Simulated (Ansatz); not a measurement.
# A series in volume per atom on Mg

Results calculated with Ansatz 0.2.0 development build, not measured. Equation of state of a cubic crystal from periodic Kohn-Sham density functional theory without spin; pressure corrected for the finite basis.

Cell of the first row (space group Pm-3m, No. 221):
```
cell vectors (Å)
   2.9809     0.0000     0.0000
   0.0000     2.9809     0.0000
   0.0000     0.0000     2.9809
atoms (fractions of the cell vectors)
Mg  0.00000  0.00000  0.00000
```

Settings of every row: formula Mg; structure type simple cubic; functional PBE; spin treatment none; k mesh 36x36x36; occupation method fermi-dirac; occupation width 0.061225619 eV; wave cutoff 420 eV; datasets soft-1 PAW; density cutoff ratio 4.

Limits: a cubic model structure, not a phase known at ambient conditions.

| row | volume per atom (Å³) | energy above lowest point (meV/atom) | pressure (GPa) |
| --- | --- | --- | --- |
| 1 | 26.488 | 3.31 | 0.999 |
| 2 | 27.04 | ? | ? |
| 3 | 27.591 | 0 | -0.005 |
| 4 | 28.143 | 0.77 | -0.437 |
| 5 | 28.695 | 2.96 | -0.827 |
| 6 | 29.247 | 6.43 | -1.18 |

Question: what energy above lowest point and pressure should row 2 give?

Worked fit of energy above lowest point. Take u = (V_r/V)^(2/3) − 1 with V_r = 28.143 Å³ an atom, which is twice the finite (Eulerian) strain; such expansions in the strain, on which the Birch-Murnaghan equation of state is built, carry the rest volume and the bulk modulus. The shown rows have u = 0.04123, 0.01329, 0, -0.01287, -0.02533. Least squares give energy above lowest point = 0.771 − 114.96 × u + 4281.9 × u² meV/atom; a straight line predicts inner rows, each left out in turn, worse (root mean square 2.3 against 0.0011 meV/atom). All shown rows lie on it to the printed digit. Its lowest point lies at u = 0.0134, or V = 27.59 Å³ an atom, and the curvature there gives the bulk modulus at fixed shape and fractions, B = (4/9)(1 + u)² E″(u)/V = 22.7 GPa. The withheld row has u = 0.02701, so the fit gives 0.771 − 114.96 × (0.02701) + 4281.9 × (0.02701)² = 0.79 meV/atom.

The calculation gave 0.79 meV/atom. The fit meets it to the printed digit.

Worked fit of pressure. Take u = (V_r/V)^(2/3) − 1 with V_r = 28.143 Å³ an atom, which is twice the finite (Eulerian) strain; such expansions in the strain, on which the Birch-Murnaghan equation of state is built, carry the rest volume and the bulk modulus. The shown rows have u = 0.04123, 0.01329, 0, -0.01287, -0.02533. Least squares give pressure = −0.4369 + 31.418 × u + 82.61 × u² GPa; a straight line predicts inner rows, each left out in turn, worse (root mean square 0.045 against 0.00056 GPa). The rows lie off it by 0.000, 0.000, 0.000, 0.001, 0.000. The pressure vanishes at u = 0.0134, or V = 27.59 Å³ an atom, and there the bulk modulus at fixed shape and fractions is B = −V dP/dV = (2/3)(1 + u) dP/du = 22.7 GPa. The withheld row has u = 0.02701, so the fit gives −0.4369 + 31.418 × (0.02701) + 82.61 × (0.02701)² = 0.472 GPa.

The calculation gave 0.472 GPa. The fit meets it to the printed digit.
